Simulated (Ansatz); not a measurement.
**Ir: a tetragonal deformation path**

The task here is to estimate one member of a computed series from the others.

Method: DFT PBE, scalar-relativistic, plane waves, PAW, in Ansatz 0.2.0.

**The system as given**

The structure is cubic, space group Fm-3m (No. 225). The conventional cell has a = 3.839 Å, b = 3.839 Å, c = 3.839 Å, α = 90.00°, β = 90.00°, γ = 90.00°. Ir (site symmetry m-3m) is surrounded by 12 Ir at 2.71 Å.

As a file:

```xyz
1
Lattice="0.0000 1.9197 1.9197 1.9197 0.0000 1.9197 1.9197 1.9197 0.0000" Properties=species:S:1:pos:R:3 pbc="T T T"
Ir    0.0000    0.0000    0.0000
```

No relaxation comes first: the listed cell is the starting point.

**The reference cell**

Reference values: F = -11935.3047 eV; pressure 9.08 GPa; largest force 0.000 eV/Å; gap on the mesh none (metal). It was computed beforehand with the settings of the runs below.

The first run:

At fixed volume and fractional coordinates, lengths along (0.000, 0.000, 1.000) are scaled against those across it; ρ is that ratio over its starting value.

Contents of input.yaml:

```yaml
crystal:
  lattice:
    - [0.0, 2.154898871, 1.5235135018]
    - [2.154898871, 0.0, 1.5235135018]
    - [2.154898871, 2.154898871, 0.0]
  atoms:
    - { symbol: Ir, position: [0.0, 0.0, 0.0] }
basis:
  ecutwfc: 420
kpoints:
  mp_grid: { grid: [24, 24, 24] }
hamiltonian:
  xc: pbe
scf:
  occupations: { method: gaussian, width: 0.15 }
output:
  forces: true
  stress: true
  eigenvalues: true
  write_density: true
  write_potential: true
  elf: true
  volumetric_format: npy
```

Launch:

```
$ ansatz run input.yaml --threads 1 --pin off --max-ram 2560MiB --backend cpu --events-out ev --progress --plain --runs-dir out
```

Among the steps run: Point ρ = 0.707; ρ = 1.414; ρ = 0.850; At ρ = 1.200; Point ρ = 0.780; Point ρ = 1.300; ρ = 0.920; ρ = 1.100; ρ = 0.650; ρ = 1.500; At ρ = 0.960; ρ = 1.050.

One table of the session follows, with a row left open; its other results are not shown here.

```
    ρ  ΔE (meV/atom)  pressure (GPa)
0.650          567.4            20.2
0.707          684.5            22.2
0.780              ?               ?
0.850          258.0            14.0
0.920           74.4            10.6
0.960           18.4             9.4
1.000            0.0             9.1
1.050           27.4             9.7
1.100          104.9            11.4
1.200          367.8            18.0
1.300          713.0            28.0
1.414         1171.1            42.9
1.500         1554.6            56.6
```

Q: Estimate the row for ρ = 0.780 from the others.

Worked estimate for «ΔE (meV/atom)». A straight line through the neighbours (0.707, 684.5) and (0.850, 258.0) gives 684.5 + (258.0 − 684.5) × (0.780 − 0.707) / (0.850 − 0.707) = 466.8; a parabola fitted to 4 rows on both sides gives 512.6.

As computed: ΔE (meV/atom): 514.9; pressure (GPa): 18.8. In «ΔE (meV/atom)» the line misses by -48.1 and the parabola by -2.3.
